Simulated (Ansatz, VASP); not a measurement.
## One calculation of Hg, two programs

File INCAR:

```
SYSTEM = Hg
ALGO = Normal
EDIFF = 1E-8
ENCUT = 520
GGA = PE
ISIF = 2
ISMEAR = -1
LASPH = .TRUE.
LCHARG = .FALSE.
LEFG = .TRUE.
LREAL = .FALSE.
LWAVE = .FALSE.
NBANDS = 19
NELM = 100
PREC = Accurate
SIGMA = 0.03
```

File KPOINTS:

```
k-points
0
G
  13 13 7
  0 0 0
```

Contents of POSCAR:

```
Hg
1.0
    3.5204612254      0.0000000000      0.0000000000
   -1.7602306127      3.0488088542      0.0000000000
    0.0000000000      0.0000000000      5.8409672043
Hg
2
Direct
    0.3333333333      0.6666666667      0.2500000000
    0.6666666667      0.3333333333      0.7500000000
```

Input for Ansatz:

```yaml
crystal:
  lattice:
    - [3.5204612254, 0.0, 0.0]
    - [-1.7602306127, 3.0488088542, 0.0]
    - [0.0, 0.0, 5.8409672043]
  atoms:
    - { symbol: Hg, position: [0.3333333333, 0.6666666667, 0.25] }
    - { symbol: Hg, position: [0.6666666667, 0.3333333333, 0.75] }
kpoints:
  mp_grid: { grid: [13, 13, 7] }
scf:
  occupations: { method: fermi_dirac, width: 0.03 }
hamiltonian:
  xc: pbe
  pseudopotentials: { kind: paw }
output:
  forces: true
  stress: true
  eigenvalues: true
  efg: { contact_densities: true }
```

Change from the starting cell: z stretched by +4 % at fixed volume, PAW files.

Alike in both runs: task electric field gradients; functional PBE; k mesh 13 × 13 × 7; occupations fermi-dirac, width 0.03 eV; no spin polarisation.

|  | VASP | Ansatz |
| --- | --- | --- |
| version | VASP 6.6.1 | Ansatz 0.2.0 |
| potentials or method | VASP PAW PBE potentials, release 64 (Hg) | PAW with Ansatz's default frozen-core files, scalar-relativistic |
| plane-wave cutoff (eV) | 520 | 420 |
| valence electrons in the cell | 24 | 40 |

|  | VASP | Ansatz | Ansatz less VASP |
| --- | --- | --- | --- |
| pressure (GPa) | 0.0 | 0.0 | -0.04 |
| largest component of the traceless stress (GPa) | 0.41 | 0.40 | -0.008 |
| Vzz of the field gradient on the site that differs most (V/Å²) | 16.7 | 17.9 | +1.22 |

The two sets of potentials don't hold the same shells in valence. Ansatz warned: «gradients_without_spin_orbit».

Caveats: spin-orbit coupling is left out, which moves the levels of the heavy elements; an odd mesh through Γ misses points on the zone boundary, where band edges often lie.
